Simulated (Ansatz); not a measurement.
Input of an Ansatz 0.2.0 run:

Contents of input.yaml:

```yaml
crystal:
  lattice:
    - [4.9976023358, 0.0, 0.0]
    - [-2.4988011679, 4.3280505808, 0.0]
    - [0.0, 0.0, 4.11576135]
  atoms:
    - { symbol: Ge, position: [0.6666666667, 0.3333333333, 0.5] }
    - { symbol: Ge, position: [0.3333333333, 0.6666666667, 0.5] }
    - { symbol: Ge, position: [0.0, 0.0, 0.0] }
    - { symbol: Fe, position: [0.0, 0.5, 0.0], spin: 3.0 }
    - { symbol: Fe, position: [0.5, 0.5, 0.0], spin: 3.0 }
    - { symbol: Fe, position: [0.5, 0.0, 0.0], spin: 3.0 }
hamiltonian:
  xc: lda
  pseudopotentials: { kind: paw }
  hubbard: { sites: [{ species: Fe, l: d, u_eff: 3.0 }] }
magnetization:
  spin_polarized: true
kpoints:
  mp_grid: { grid: [6, 6, 7] }
scf:
  occupations: { method: fermi_dirac, width: 0.05 }
output:
  forces: true
  stress: true
  eigenvalues: true
relax:
  f_tol: 0.01
  max_steps: 40
  cell: { stress_tol: 0.05 }
```

Potentials or basis: Ansatz PAW.

Run with:

```console
$ ansatz run input.yaml --threads 2 --pin off --max-ram 5632MiB --backend cpu --events-out ev --progress --plain --runs-dir out
```

Question: Predict the relaxed cell.

Answer: a = 4.934 Å, b = 4.934 Å, c = 4.055 Å, α = 90.00°, β = 90.00°, γ = 120.00°.

Question: Estimate the space group after relaxing (to 0.05 Å).

Answer: P6/mmm (No. 191).

Question: Estimate the site moments.

Answer: Ge -0.06, -0.10; Fe +2.34 μB.

Final structure:
```
Ge Fe
1.0
     4.93396    0.00000    0.00000
    -2.46698    4.27293    0.00000
     0.00000    0.00000    4.05463
Ge Fe
3 3
Cartesian
  2.4670 1.4243 2.0273
  0.0000 2.8486 2.0273
  0.0000 0.0000 0.0000
  -1.2335 2.1365 0.0000
  1.2335 2.1365 0.0000
  2.4670 0.0000 0.0000
```

Caveat: the magnetic or orbital state may not be the lowest; the U is typed as a test and isn't derived for this compound. The state reached can hang on the start; a lower one may exist.
